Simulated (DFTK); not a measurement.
# HfN (Fm-3m) in DFTK: a series of runs

One crystal, HfN, is run at these levels: PBEsol, r2SCAN, BJ06; tasks: band structure.

All numbers are computed with DFTK 0.8.2; they aren't measurements. Logs are shortened: lines on timing, memory, paths and dates and some standing lists are left out, and cuts for length are marked.

## 1. The structure

It takes space group Fm-3m (No. 225, cubic). The conventional cell has a = 4.512 Å, b = 4.512 Å, c = 4.512 Å, α = 90.00°, β = 90.00°, γ = 90.00°. Around Hf (site symmetry m-3m) lie 6 N at 2.26 Å. N (site symmetry m-3m) is surrounded by 6 Hf at 2.26 Å.

## 2. Band structure, PBEsol

File run.jl:

```julia
using DFTK
using PseudoPotentialData
using Unitful, UnitfulAtomic
using LinearAlgebra, Printf
include("save.jl")
disable_threading()

# lattice vectors are the columns
lattice = austrip(1u"Å") * [           0.0          2.256          2.256;
                    2.256            0.0          2.256;
                    2.256          2.256            0.0]
symbols   = [:Hf, :N]
positions = [[0.0, 0.0, 0.0],
             [0.5, 0.5, 0.5]]
pseudopotentials = Dict(:Hf => "Hf.upf", :N => "N.upf")
elements = Dict(s => ElementPsp(s, pseudopotentials; rcut=10.0) for s in unique(symbols))
atoms    = [elements[s] for s in symbols]

build_model(lattice, positions; symmetries=true) =
    model_DFT(lattice, atoms, positions;
              functionals=PBEsol(),
              temperature=austrip(0.05u"eV"),
              smearing=Smearing.FermiDirac(),
              symmetries)
Ecut  = 45.0  # hartree
kgrid = [8, 8, 8]
tol   = 1e-6
to_GPa = ustrip(uconvert(u"GPa", 1u"hartree/bohr^3"))

model = build_model(lattice, positions)
basis = PlaneWaveBasis(model; Ecut, kgrid)
display(basis)
scfres = self_consistent_field(basis;
                               tol,
                               nbandsalg=AdaptiveBands(model; n_bands_converge=20))
display(scfres.energies)
@printf "Fermi level: %.6f eV\n" ustrip(auconvert(u"eV", something(scfres.εF, NaN)))
forces = compute_forces_cart(scfres)
println("Forces (eV/Å)")
for (s, f) in zip(symbols, forces)
    @printf "%-3s %12.6f %12.6f %12.6f\n" s ustrip.(auconvert.(u"eV/Å", f))...
end
stress = compute_stresses_cart(scfres)
println("Stress (GPa)")
display(round.(stress * to_GPa; digits=4))
println("Levels at the first k-point (eV): ", round.(ustrip.(auconvert.(u"eV", scfres.eigenvalues[1][1:scfres.n_bands_converge])); digits=4))
save_scf!(scfres; forces, stress)

points = Dict("G" => [0.0, 0.0, 0.0], "K" => [0.375, 0.375, 0.75], "L" => [0.5, 0.5, 0.5], "U" => [0.625, 0.25, 0.625], "W" => [0.5, 0.25, 0.75], "X" => [0.5, 0.0, 0.5])
segments = [("G", "X", 7), ("X", "W", 4), ("W", "K", 3), ("K", "G", 7), ("G", "L", 6), ("L", "U", 4), ("U", "W", 3), ("W", "L", 5), ("L", "K", 4), ("U", "X", 3)]
kcoords = vcat([[points[a] + t * (points[b] - points[a]) for t in range(0, 1, n)] for (a, b, n) in segments]...)
bands = compute_bands(scfres, ExplicitKpoints(kcoords); n_bands=22, tol=1e-5)
for (k, ε) in zip(bands.basis.kpoints, bands.eigenvalues)
    @printf "%d %8.4f %8.4f %8.4f " k.spin k.coordinate...
    println(join([@sprintf("%9.4f", e) for e in ustrip.(auconvert.(u"eV", ε .- scfres.εF))]))
end
results["band_energies"] = rows(bands.eigenvalues); results["band_kpoints"] = rows(kcoords)
```

Potentials or basis: SG15 1.2 (PBE).

Run with:

```
$ julia --threads=1 run.jl  # save.jl only writes the numbers to a file and isn't shown; printed stress counts tension as positive; times include loading and compiling
```

What it wrote:

```text
PlaneWaveBasis discretization:

    Ecut                 : 45.0 Ha
    fft_size             : (40, 40, 40), 64000 total points
    kgrid                : MonkhorstPack([8, 8, 8])
    num.   red. kpoints  : 512
    num. irred. kpoints  : 29

    Discretized Model(gga_x_pbe_sol+gga_c_pbe_sol, 3D):
        lattice (in Bohr)    : [0         , 4.26322   , 4.26322   ]
                               [4.26322   , 0         , 4.26322   ]
                               [4.26322   , 4.26322   , 0         ]
        unit cell volume     : 154.97 Bohr³

        atoms                : HfN
        atom potentials      : ElementPsp(:Hf, "Hf.upf")
                               ElementPsp(:N, "N.upf")

        num. electrons       : 31
        spin polarization    : none
        temperature          : 0.0018375 Ha
        smearing             : DFTK.Smearing.FermiDirac()

        terms                : Kinetic()
                               AtomicLocal()
                               AtomicNonlocal()
                               Ewald(nothing)
                               PspCorrection()
                               Hartree()
                               Xc(gga_x_pbe_sol, gga_c_pbe_sol)
                               Entropy()
n     Energy            log10(ΔE)   log10(Δρ)   Diag   Δtime
---   ---------------   ---------   ---------   ----   ------
  1   -233.3978708046                   -0.54    4.9    8.61s
  2   -233.5528583160       -0.81       -1.06    2.4    5.66s
  3   -233.5579542270       -2.29       -1.49    2.2    4.44s
  4   -233.5581740820       -3.66       -2.54    1.2    5.14s
  5   -233.5581885218       -4.84       -2.81    3.1    7.95s
  6   -233.5581910085       -5.60       -3.49    1.6    4.31s
  7   -233.5581910905       -7.09       -3.79    2.3    5.91s
  8   -233.5581911077       -7.76       -4.39    1.1    5.03s
  9   -233.5581911095       -8.75       -5.29    2.1    5.69s
 10   -233.5581911095      -10.47       -5.96    2.4    5.16s
 11   -233.5581911095      -12.25       -6.03    2.4    5.37s
Energy breakdown (in Ha):
    Kinetic             101.8666400
    AtomicLocal         -128.4068813
    AtomicNonlocal      -43.4642609
    Ewald               -205.0865960
    PspCorrection       16.5702151
    Hartree             46.5863023
    Xc                  -21.6233481
    Entropy             -0.0002623

    total               -233.558191109523
Fermi level: 13.368855 eV
Forces (eV/Å)
Hf     -0.000000    -0.000000    -0.000000
N       0.000000    -0.000000     0.000000
Stress (GPa)
3×3 StaticArraysCore.SMatrix{3, 3, Float64, 9} with indices SOneTo(3)×SOneTo(3):
  1.5762  -0.0     -0.0
 -0.0      1.5762  -0.0
 -0.0     -0.0      1.5762
Levels at the first k-point (eV): [-49.326, -17.6885, -17.6885, -17.6885, -4.1584, 0.9392, 0.9492, 0.9492, 0.9492, 1.0717, 1.0717, 1.0717, 10.4707, 10.4707, 10.4707, 12.982, 12.982, 12.982, 15.1326, 15.3338]
1   0.0000   0.0000   0.0000  -62.6949 -31.0574 -31.0574 -31.0574 -17.5272 -12.4297 -12.4196 -12.4196 -12.4196 -12.2971 -12.2971 -12.2971  -2.8981  -2.8981  -2.8981  -0.3869  -0.3869  -0.3869   1.7638   1.9650   1.9650   9.5090
1   0.0833   0.0000   0.0833  -62.6893 -31.1268 -31.0789 -31.0789 -17.3207 -12.4248 -12.4139 -12.4139 -12.4121 -12.3024 -12.3015 -12.3015  -4.0954  -3.1889  -3.1889  -0.7493   0.2579   0.2579   1.9781   2.0852   3.4533  10.2092
1   0.1667   0.0000   0.1667  -62.6741 -31.3036 -31.1376 -31.1376 -16.8264 -12.4109 -12.3993 -12.3993 -12.3830 -12.3166 -12.3131 -12.3131  -5.8121  -3.5934  -3.5934  -1.5808   1.6561   1.6561   2.4275   2.4471   6.1184  12.0348
1   0.2500   0.0000   0.2500  -62.6533 -31.5187 -31.2173 -31.2173 -16.3730 -12.3909 -12.3827 -12.3827 -12.3356 -12.3321 -12.3267 -12.3267  -6.7856  -3.7895  -3.7895  -2.4870   2.9337   3.1924   3.2548   3.2548   8.3219  14.5173
1   0.3333   0.0000   0.3333  -62.6325 -31.7074 -31.2964 -31.2964 -16.2419 -12.3756 -12.3756 -12.3693 -12.3542 -12.3323 -12.3323 -12.3036  -6.6834  -3.7785  -3.7785  -3.2358   3.4961   4.1482   4.6203   4.6203   9.1883  12.2895
1   0.4167   0.0000   0.4167  -62.6173 -31.8309 -31.3540 -31.3540 -16.3485 -12.3797 -12.3797 -12.3675 -12.3526 -12.3278 -12.3278 -12.3141  -5.9064  -3.7177  -3.6743  -3.6743   3.9544   5.1326   5.3852   5.3852   8.6469   9.8018
[... 38 lines left out ...]
1   0.5625   0.1250   0.5625  -62.6118 -31.8369 -31.4445 -31.3532 -16.2653 -12.3865 -12.3756 -12.3712 -12.3466 -12.3240 -12.3222 -12.3138  -5.4837  -5.0064  -4.0651  -2.5084   4.9220   5.0016   5.2942   6.0283   8.0200   9.7275
1   0.5000   0.0000   0.5000  -62.6117 -31.8733 -31.3750 -31.3750 -16.4238 -12.3827 -12.3827 -12.3724 -12.3462 -12.3249 -12.3249 -12.3237  -5.4427  -3.8831  -3.6173  -3.6173   4.1343   5.5856   5.5856   5.6244   7.9721   9.0492
```

Wall time 3 min (1 thread of Intel Xeon Platinum 8375C at 2.90GHz (Ice Lake), shared host); peak memory 1.7 GiB.

What came out:

| Quantity | Value |
| --- | --- |
| Free energy | -6355.4421 eV |
| Pressure | -1.6 GPa |
| Band gap on the k mesh | none (metal or under the smearing width) |

Levels at the corners of the path, in eV from the Fermi level:
| point | band 13 | band 14 | band 15 | band 16 | band 17 | band 18 | band 19 | band 20 |
| --- | --- | --- | --- | --- | --- | --- | --- | --- |
| Γ | -2.90 | -2.90 | -2.90 | -0.39 | -0.39 | -0.39 | 1.76 | 1.96 |
| X | -5.44 | -3.88 | -3.62 | -3.62 | 4.13 | 5.59 | 5.59 | 5.62 |
| W | -6.15 | -5.50 | -5.50 | 1.15 | 1.15 | 5.60 | 5.61 | 6.18 |
| K | -6.37 | -5.56 | -4.94 | -0.85 | 3.91 | 4.50 | 6.08 | 6.72 |
| Γ | -2.90 | -2.90 | -2.90 | -0.39 | -0.39 | -0.39 | 1.76 | 1.96 |
| L | -8.97 | -6.23 | -6.23 | 3.29 | 3.73 | 3.73 | 4.41 | 8.93 |
| U | -6.37 | -5.56 | -4.94 | -0.85 | 3.91 | 4.50 | 6.08 | 6.72 |
| W | -6.15 | -5.50 | -5.50 | 1.15 | 1.15 | 5.60 | 5.61 | 6.18 |
| L | -8.97 | -6.23 | -6.23 | 3.29 | 3.73 | 3.73 | 4.41 | 8.93 |
| K | -6.37 | -5.56 | -4.94 | -0.85 | 3.91 | 4.50 | 6.08 | 6.72 |
| U | -6.37 | -5.56 | -4.94 | -0.85 | 3.91 | 4.50 | 6.08 | 6.72 |
| X | -5.44 | -3.88 | -3.62 | -3.62 | 4.13 | 5.59 | 5.59 | 5.62 |

Caveat: the potentials were made for another functional, which shifts forces and pressure; spin-orbit coupling is left out, which moves the levels of the heavy elements.

## 3. Band structure, r2SCAN

Edit run.jl of step 2 so:

```diff
@@ -20,3 +20,3 @@
     model_DFT(lattice, atoms, positions;
-              functionals=PBEsol(),
+              functionals=r2SCAN(),
               temperature=austrip(0.05u"eV"),
```

Potentials or basis: SG15 1.2 (PBE).

Run with:

```
$ julia --threads=1 run.jl  # save.jl only writes the numbers to a file and isn't shown; printed stress counts tension as positive; times include loading and compiling
```

Run time: 6.6 min. Hardware: 1 thread of Intel Xeon Platinum 8375C at 2.90GHz (Ice Lake), shared host; peak memory 1.7 GiB.

Results (log left out):

```
Free energy            : -6345.1696 eV
Pressure               : -7.3 GPa
Band gap on the k mesh : none (metal or under the smearing width)
```

Levels at the corners of the path, in eV from the Fermi level:
```tsv
point	band 14	band 15	band 16	band 17	band 18	band 19
Γ	-3.10	-3.10	-0.44	-0.44	-0.44	1.83
X	-3.88	-3.88	-3.87	3.86	5.18	5.18
W	-5.83	-5.83	1.15	1.15	5.19	5.31
K	-5.92	-5.25	-0.83	3.85	4.21	5.84
Γ	-3.10	-3.10	-0.44	-0.44	-0.44	1.83
L	-6.56	-6.56	3.28	3.51	3.51	4.88
U	-5.92	-5.25	-0.83	3.85	4.21	5.84
W	-5.83	-5.83	1.15	1.15	5.19	5.31
L	-6.56	-6.56	3.28	3.51	3.51	4.88
K	-5.92	-5.25	-0.83	3.85	4.21	5.84
U	-5.92	-5.25	-0.83	3.85	4.21	5.84
X	-3.88	-3.88	-3.87	3.86	5.18	5.18
```

Caveat: the potentials were made for another functional, which shifts forces and pressure; spin-orbit coupling is left out, which moves the levels of the heavy elements.

## 4. Band structure, BJ06

Edit run.jl of step 3 so:

```diff
@@ -20,3 +20,3 @@
     model_DFT(lattice, atoms, positions;
-              functionals=r2SCAN(),
+              functionals=[:mgga_x_tb09, :lda_c_pw],
               temperature=austrip(0.05u"eV"),
@@ -37,12 +37,4 @@
 @printf "Fermi level: %.6f eV\n" ustrip(auconvert(u"eV", something(scfres.εF, NaN)))
-forces = compute_forces_cart(scfres)
-println("Forces (eV/Å)")
-for (s, f) in zip(symbols, forces)
-    @printf "%-3s %12.6f %12.6f %12.6f\n" s ustrip.(auconvert.(u"eV/Å", f))...
-end
-stress = compute_stresses_cart(scfres)
-println("Stress (GPa)")
-display(round.(stress * to_GPa; digits=4))
 println("Levels at the first k-point (eV): ", round.(ustrip.(auconvert.(u"eV", scfres.eigenvalues[1][1:scfres.n_bands_converge])); digits=4))
-save_scf!(scfres; forces, stress)
+save_scf!(scfres)
```

Potentials or basis: SG15 1.2 (PBE).

Run with:

```
$ julia --threads=1 run.jl  # save.jl only writes the numbers to a file and isn't shown; printed stress counts tension as positive; times include loading and compiling
```

What it wrote:

```text
PlaneWaveBasis discretization:

    Ecut                 : 45.0 Ha
    fft_size             : (40, 40, 40), 64000 total points
    kgrid                : MonkhorstPack([8, 8, 8])
    num.   red. kpoints  : 512
    num. irred. kpoints  : 29

    Discretized Model(mgga_x_tb09+lda_c_pw, 3D):
        lattice (in Bohr)    : [0         , 4.26322   , 4.26322   ]
                               [4.26322   , 0         , 4.26322   ]
                               [4.26322   , 4.26322   , 0         ]
        unit cell volume     : 154.97 Bohr³

        atoms                : HfN
        atom potentials      : ElementPsp(:Hf, "Hf.upf")
                               ElementPsp(:N, "N.upf")

        num. electrons       : 31
        spin polarization    : none
        temperature          : 0.0018375 Ha
        smearing             : DFTK.Smearing.FermiDirac()

        terms                : Kinetic()
[... 37 lines left out ...]
 29   -214.0940735118   +   -4.10       -3.75       -3.26    1.5    6.84s
 30   -214.0940968157       -4.63       -3.87       -4.60    1.0    6.32s
 31   -214.0940774463   +   -4.71       -4.28       -3.76    1.6    4.97s
 32   -214.0940882174       -4.97       -4.29       -4.70    1.3    5.73s
 33   -214.0940813344   +   -5.16       -4.58       -4.27    1.1    5.97s
 34   -214.0940846064       -5.49       -4.61       -5.32    1.0    5.53s
 35   -214.0940798092   +   -5.32       -5.22       -4.43    1.2    7.04s
 36   -214.0940835786       -5.42       -5.03       -4.99    2.1    7.23s
 37   -214.0940819835   +   -5.80       -5.29       -5.02    1.0    5.90s
 38   -214.0940837927       -5.74       -4.98       -4.97    1.1    6.82s
 39   -214.0940810776   +   -5.57       -5.83       -4.72    2.0    6.04s
 40   -214.0940832164       -5.67       -5.23       -4.91    3.0    8.76s
 41   -214.0940812799   +   -5.71       -6.34       -4.86    2.9    7.50s
Energy breakdown (in Ha):
    Kinetic             100.2891772
    AtomicLocal         -126.1390655
    AtomicNonlocal      -42.9659035
    Ewald               -205.0865960
    PspCorrection       16.5702151
    Hartree             45.2724167
    Xc                  -2.0340721
    Entropy             -0.0002532

    total               -214.094081279878
Fermi level: 13.369396 eV
Levels at the first k-point (eV): [-47.6593, -16.5883, -16.5883, -16.5883, -4.6013, 1.8875, 1.8875, 1.8875, 1.9066, 2.0652, 2.0652, 2.0652, 10.198, 10.198, 10.198, 12.9475, 12.9475, 12.9475, 15.3213, 15.3213]
1   0.0000   0.0000   0.0000  -61.0287 -29.9577 -29.9577 -29.9577 -17.9707 -11.4819 -11.4819 -11.4819 -11.4628 -11.3042 -11.3042 -11.3042  -3.1714  -3.1714  -3.1714  -0.4219  -0.4219  -0.4219   1.9519   1.9519   2.0471   9.7264
1   0.0833   0.0000   0.0833  -61.0222 -30.0413 -29.9823 -29.9823 -17.7496 -11.4751 -11.4740 -11.4740 -11.4569 -11.3106 -11.3098 -11.3098  -4.3694  -3.4503  -3.4503  -0.7787   0.2279   0.2279   2.0754   2.1785   3.5627  10.4265
1   0.1667   0.0000   0.1667  -61.0044 -30.2509 -30.0495 -30.0495 -17.2303 -11.4537 -11.4537 -11.4430 -11.4403 -11.3278 -11.3243 -11.3243  -6.1033  -3.8459  -3.8459  -1.6018   1.6677   1.6677   2.4272   2.6534   6.3596  12.2628
1   0.2500   0.0000   0.2500  -60.9802 -30.4986 -30.1406 -30.1406 -16.7818 -11.4309 -11.4309 -11.4158 -11.3750 -11.3508 -11.3413 -11.3413  -7.0689  -4.0356  -4.0356  -2.5044   2.9478   3.3389   3.3389   3.4109   8.7310  14.7833
1   0.3333   0.0000   0.3333  -60.9559 -30.7093 -30.2310 -30.2310 -16.6997 -11.4190 -11.4190 -11.3892 -11.3732 -11.3494 -11.3494 -11.3278  -6.9047  -4.0166  -4.0166  -3.2539   3.5270   4.3821   4.7785   4.7785   9.6754  12.3702
1   0.4167   0.0000   0.4167  -60.9381 -30.8434 -30.2967 -30.2967 -16.8593 -11.4211 -11.4211 -11.3893 -11.3681 -11.3457 -11.3457 -11.3329  -6.0404  -3.9047  -3.9047  -3.7379   3.9999   5.3842   5.5768   5.5768   8.8475  10.1033
[... 38 lines left out ...]
1   0.5625   0.1250   0.5625  -60.9317 -30.8474 -30.4043 -30.2950 -16.7782 -11.4280 -11.4137 -11.3939 -11.3607 -11.3425 -11.3397 -11.3334  -5.5811  -5.1642  -4.3146  -2.5942   5.0143   5.1910   5.4721   6.3540   7.9618  10.1721
1   0.5000   0.0000   0.5000  -60.9316 -30.8887 -30.3207 -30.3207 -16.9553 -11.4238 -11.4238 -11.3951 -11.3600 -11.3426 -11.3426 -11.3419  -5.5339  -3.9044  -3.8446  -3.8446   4.1859   5.7790   5.7790   5.8936   7.9468   9.5213
```

Wall time 5.5 min (1 thread of Intel Xeon Platinum 8375C at 2.90GHz (Ice Lake), shared host); peak memory 1.6 GiB.

Results:

```yaml
Band_gap_on_the_k_mesh: none (metal or under the smearing width)
```

Levels at the corners of the path, in eV from the Fermi level:
| point | band 13 | band 14 | band 15 | band 16 | band 17 | band 18 | band 19 | band 20 |
| --- | --- | --- | --- | --- | --- | --- | --- | --- |
| Γ | -3.17 | -3.17 | -3.17 | -0.42 | -0.42 | -0.42 | 1.95 | 1.95 |
| X | -5.53 | -3.90 | -3.84 | -3.84 | 4.19 | 5.78 | 5.78 | 5.89 |
| W | -6.49 | -5.63 | -5.63 | 1.17 | 1.17 | 5.80 | 5.87 | 6.22 |
| K | -6.57 | -5.67 | -5.24 | -0.88 | 4.06 | 4.63 | 6.34 | 6.92 |
| Γ | -3.17 | -3.17 | -3.17 | -0.42 | -0.42 | -0.42 | 1.95 | 1.95 |
| L | -9.24 | -6.60 | -6.60 | 3.43 | 3.85 | 3.85 | 4.67 | 9.36 |
| U | -6.57 | -5.67 | -5.24 | -0.88 | 4.06 | 4.63 | 6.34 | 6.92 |
| W | -6.49 | -5.63 | -5.63 | 1.17 | 1.17 | 5.80 | 5.87 | 6.22 |
| L | -9.24 | -6.60 | -6.60 | 3.43 | 3.85 | 3.85 | 4.67 | 9.36 |
| K | -6.57 | -5.67 | -5.24 | -0.88 | 4.06 | 4.63 | 6.34 | 6.92 |
| U | -6.57 | -5.67 | -5.24 | -0.88 | 4.06 | 4.63 | 6.34 | 6.92 |
| X | -5.53 | -3.90 | -3.84 | -3.84 | 4.19 | 5.78 | 5.78 | 5.89 |

Caveat: the program leaves the constant c of mgga_x_tb09 at 1, so the potential is Becke-Johnson's (BJ06) and not Tran and Blaha's, with levels but no total energy; the potentials were made for another functional, which shifts forces and pressure; spin-orbit coupling is left out, which moves the levels of the heavy elements.

## 5. Summary

```csv
level,gap on the mesh (eV),pressure (GPa)
PBEsol,none,-1.6
r2SCAN,none,-7.3
BJ06,none,-
```

Alike in all rows: task band structure; potentials or basis SG15 1.2 (PBE); no spin polarisation; cell as given; k mesh 8 × 8 × 8; cutoff (eV) 1225; smearing fermi-dirac 0.05 eV.

Every run on the cell as given and a fine mesh finds a metal.

Caveats: the potentials were made for another functional, which shifts forces and pressure; spin-orbit coupling is left out, which moves the levels of the heavy elements; the program leaves the constant c of mgga_x_tb09 at 1, so the potential is Becke-Johnson's (BJ06) and not Tran and Blaha's, with levels but no total energy (some runs).

Absolute energies hang on the potentials; compare differences alone.
